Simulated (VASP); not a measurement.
Li: single point with r2SCAN

The system is Li.

```
CELL_PARAMETERS angstrom
3.47674 0.00000 0.00000
0.00000 3.47674 0.00000
0.00000 0.00000 3.47674
ATOMIC_POSITIONS crystal
Li 0.00000 0.00000 0.00000
Li 0.50000 0.50000 0.50000
```

The cell was built by a generator and needn't be a form met in nature.

- Program: VASP 6.6.1
- Task: single point
- Functional: r2SCAN
- Potentials or basis: VASP PAW PBE potentials, release 64 (Li_sv)
- Cutoff: 520 eV
- k mesh: 20 × 20 × 20
- Occupations: methfessel-paxton, width 0.1 eV
- Spin: no spin polarisation
- Dipole correction: no
- Further INCAR settings: ALGO = Normal; EDIFF = 1e-07; NBANDS = 10

```yaml
Band_gap_on_the_k_mesh: none (metal or under the smearing width)
```

Levels at points of the mesh, in eV from the Fermi level:
```csv
k point,band 1,band 2,band 3,band 4,band 5,band 6
"(0.00, 0.00, 0.00)",-48.17,-48.14,-3.84,5.92,5.92,5.92
"(0.50, 0.00, 0.00)",-48.15,-48.15,-1.26,-1.26,9.11,9.11
"(0.50, 0.50, 0.00)",-48.15,-48.15,0.26,0.26,3.37,3.37
"(0.50, 0.50, 0.50)",-48.15,-48.15,3.56,3.56,3.56,3.56
```

Wall time 5.2 min on 1 thread of Intel(R) Xeon(R) Platinum 8559C (Emerald Rapids), with other jobs on the host, peak memory 0.21 GiB.
